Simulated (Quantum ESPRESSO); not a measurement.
Ge: equation of state with PBE+D3(BJ)

**Measured values to compare with.**

“Sub-monolayer structures of Ag overlayers on Ge(111): experimental observations and first-principles study”, 2019, arxiv:1908.00180 quotes, for a bulk crystal of Ge: bulk modulus 75.8 GPa.

Ge:

```
Ge
1.0
     0.00000    2.82891    2.82891
     2.82891    0.00000    2.82891
     2.82891    2.82891    0.00000
Ge
2
Cartesian
  4.2434 4.2434 4.2434
  2.8289 2.8289 2.8289
```

| Property | Result |
| --- | --- |
| Program | Quantum ESPRESSO 7.5 |
| Task | equation of state |
| Functional | PBE |
| Dispersion | D3(BJ) |
| Potentials or basis | PseudoDojo 0.4.1 SR PBE standard |
| Cutoff | 1061 eV |
| Density cutoff | 4245 eV |
| k mesh | 8 × 8 × 8 |
| Occupations | fermi-dirac, width 0.05 eV |
| Spin | no spin polarisation |

```
Equilibrium volume                      : 23.25 Å³/atom
Bulk modulus                            : 62 GPa
Pressure derivative of the bulk modulus : 5.2 (rough: it moves with the points fitted)
```

Energy against volume, from the lowest point:
| volume (Å³/atom) | energy (meV/atom) |
| --- | --- |
| 21.281 | 38.39 |
| 21.733 | 21.67 |
| 22.186 | 10.10 |
| 22.639 | 3.08 |
| 23.092 | 0.00 |
| 23.545 | 0.48 |
| 23.997 | 4.16 |

All runs of the series together: 5.1 min on 1 thread of Arm Neoverse V1, on a shared host.

Against the measured bulk modulus of Ge, 75.8 GPa (quoted in “Sub-monolayer structures of Ag overlayers on Ge(111): experimental observations and first-principles study”, 2019, arxiv:1908.00180), the calculated 62 GPa is off by -18.5 %. The fit is for a static lattice scaled at fixed shape and fixed fractional positions. The cell as given is a measured one (22.64 Å³/atom); PBE+D3(BJ) puts the equilibrium volume +2.7 % from it, thermal expansion not counted.
